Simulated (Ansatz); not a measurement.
## Heated and quenched cell Al48N48

Ansatz, PAW, plane waves. PBEsol relaxation at the Γ point alone; single points on the relaxed atoms at the Γ point alone. No spin–orbit coupling unless named.

Relaxed structure:

```
CELL_PARAMETERS angstrom
9.80852 0.00000 0.00000
0.00000 11.32590 0.00000
0.00000 0.00000 10.46541
ATOMIC_POSITIONS crystal
Al 0.19411 0.10342 0.23656
Al 0.19338 0.10493 0.73761
Al 0.02891 0.34862 0.23630
Al 0.02650 0.34577 0.73799
Al 0.52818 0.10275 0.23785
Al 0.52757 0.10339 0.73875
Al 0.36084 0.34728 0.23710
Al 0.36068 0.34632 0.73821
Al 0.03333 0.67706 0.41883
Al 0.19555 0.59502 0.67095
Al 0.02694 0.84842 0.17321
Al 0.02761 0.86116 0.66276
Al 0.86263 0.10589 0.23459
Al 0.85674 0.09186 0.69394
Al 0.69206 0.34699 0.23861
Al 0.69015 0.34590 0.73915
Al 0.52591 0.59638 0.23805
Al 0.52417 0.59474 0.74060
Al 0.36161 0.85320 0.16927
Al 0.36184 0.85387 0.66950
Al 0.85470 0.59329 0.23928
Al 0.84327 0.58450 0.74193
Al 0.69380 0.85243 0.17061
Al 0.69148 0.84572 0.66800
Al 0.03906 0.19318 0.48455
Al 0.02431 0.17815 0.98474
Al 0.36314 0.17962 0.48658
Al 0.36102 0.17980 0.98720
Al 0.19633 0.42709 0.48663
Al 0.19287 0.42350 0.98675
Al 0.85341 0.90739 0.42599
Al 0.03005 0.68136 0.93136
Al 0.69355 0.18028 0.48904
Al 0.69601 0.17863 0.98509
Al 0.19090 0.59778 0.17001
Al 0.52695 0.42882 0.98857
Al 0.36633 0.68040 0.48897
Al 0.36540 0.67966 0.98889
Al 0.19530 0.92763 0.41745
Al 0.19372 0.92799 0.91921
Al 0.85945 0.42818 0.48529
Al 0.86028 0.42708 0.98860
Al 0.52535 0.42909 0.48751
Al 0.69279 0.67707 0.99048
Al 0.52857 0.92603 0.41891
Al 0.52828 0.92801 0.91894
Al 0.69034 0.66753 0.48903
Al 0.85883 0.93015 0.91773
N 0.02982 0.18256 0.17372
N 0.03078 0.18328 0.67210
N 0.36124 0.18045 0.17585
N 0.36047 0.17989 0.67640
N 0.03245 0.35700 0.42447
N 0.19413 0.42373 0.67809
N 0.03061 0.68089 0.23037
N 0.03063 0.83979 0.48028
N 0.52608 0.42988 0.17737
N 0.68724 0.18654 0.67883
N 0.19485 0.42542 0.17605
N 0.52436 0.43015 0.67902
N 0.36505 0.67912 0.17753
N 0.36631 0.68017 0.67991
N 0.19370 0.92722 0.23005
N 0.19285 0.92797 0.72948
N 0.86079 0.42934 0.17707
N 0.85940 0.42664 0.67690
N 0.69408 0.67514 0.17722
N 0.69147 0.66994 0.67843
N 0.52759 0.92688 0.23093
N 0.52868 0.92633 0.73090
N 0.86018 0.92769 0.23948
N 0.85949 0.91634 0.73276
N 0.19629 0.10302 0.42506
N 0.19382 0.10212 0.92575
N 0.87194 0.14660 0.41436
N 0.02598 0.34737 0.92643
N 0.52787 0.10158 0.42541
N 0.52662 0.10216 0.92660
N 0.36067 0.34702 0.42692
N 0.36051 0.34727 0.92724
N 0.19232 0.59890 0.48218
N 0.18973 0.59820 0.97905
N 0.83445 0.04874 0.51157
N 0.02669 0.84685 0.98228
N 0.69280 0.18138 0.17498
N 0.86047 0.09907 0.93146
N 0.68942 0.35212 0.42757
N 0.69343 0.34920 0.92846
N 0.52354 0.59470 0.42640
N 0.52703 0.59703 0.92821
N 0.36052 0.85361 0.48110
N 0.36067 0.85333 0.97993
N 0.85622 0.59325 0.42685
N 0.85804 0.59567 0.92582
N 0.68509 0.83600 0.48049
N 0.69360 0.85166 0.98279
```

Task: What are the mean bond lengths by pair (pairs within 1.2 times the sum of covalent radii, less contacts 15 % beyond the pair's median; cation–cation pairs of compounds aside; long ionic contacts are cut short by that bound)?

Result: Al–N 1.967 ± 0.029 Å (standard deviation, 189 bonds); N–N 1.549 ± 0.000 Å (standard deviation, 1 bonds).

Task: What gap lies between the top filled and the lowest empty level in the single points?

Result: HSE06 3.24 eV (23 s on NVIDIA GB300).
